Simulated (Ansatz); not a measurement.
# SiNi: the cost of one run

Program: Ansatz 0.2.0. Level of theory: DFT PBEsol, scalar-relativistic, plane waves, PAW. These are calculated values, not measurements.

## (1) Starting point

The structure is orthorhombic, space group Pmmn (No. 59). Conventional cell: a = 2.992 Å, b = 3.237 Å, c = 4.673 Å, α = 90.00°, β = 90.00°, γ = 90.00°. Si (site symmetry mm2) is surrounded by 6 Ni at 2.33 to 2.37 Å and 4 Si at 2.65 Å. Ni (site symmetry mm2) has 6 Si at 2.33 to 2.37 Å and 4 Ni at 2.65 Å as nearest neighbours.

As a file:

```cif
data_structure
_symmetry_space_group_name_H-M 'Pmmn:1'
_symmetry_Int_Tables_number 59
_cell_length_a 2.9921
_cell_length_b 3.2370
_cell_length_c 4.6730
_cell_angle_alpha 90.000
_cell_angle_beta 90.000
_cell_angle_gamma 90.000
_cell_volume 45.26
loop_
_atom_site_label
_atom_site_type_symbol
_atom_site_symmetry_multiplicity
_atom_site_Wyckoff_symbol
_atom_site_fract_x
_atom_site_fract_y
_atom_site_fract_z
_atom_site_occupancy
Si1 Si 2 a 0.00000 0.00000 0.15741 1
Ni1 Ni 2 a 0.00000 0.00000 0.65671 1
```

It goes back to an entry of the Materials Project.

It is the result of an earlier relaxation at this level (volume 11.31 Å³/atom; gap on the mesh: none (metal)).

## (2) Volume × 0.97

Contents of input.yaml:

```yaml
crystal:
  lattice:
    - [2.9618263203, 0.0, 0.0]
    - [0.0, 3.2042976889, 0.0]
    - [0.0, 0.0, 4.6257781076]
  atoms:
    - { symbol: Si, position: [0.0, 0.0, 0.1574068943] }
    - { symbol: Si, position: [0.5, 0.5, 0.8425931057] }
    - { symbol: Ni, position: [0.0, 0.0, 0.6567143064] }
    - { symbol: Ni, position: [0.5, 0.5, 0.3432856936] }
basis:
  ecutwfc: 420
kpoints:
  mp_grid: { grid: [14, 12, 10] }
hamiltonian:
  xc: pbesol
scf:
  occupations: { method: gaussian, width: 0.1 }
output:
  forces: true
  stress: true
  eigenvalues: true
relax:
  adjacent_minimum: "off"
  f_tol: 0.01
  max_steps: 30
  cell: { stress_tol: 0.1, fix: [volume] }
```

Command:

```sh
$ ansatz run input.yaml --threads 1 --pin off --max-ram 2560MiB --backend cpu --events-out ev --progress --plain --runs-dir out
```

Q: Estimate wall time and peak memory on 1 thread of Arm Neoverse V1, shared host.

About 3.5 min, with a peak of 0.57 GiB.
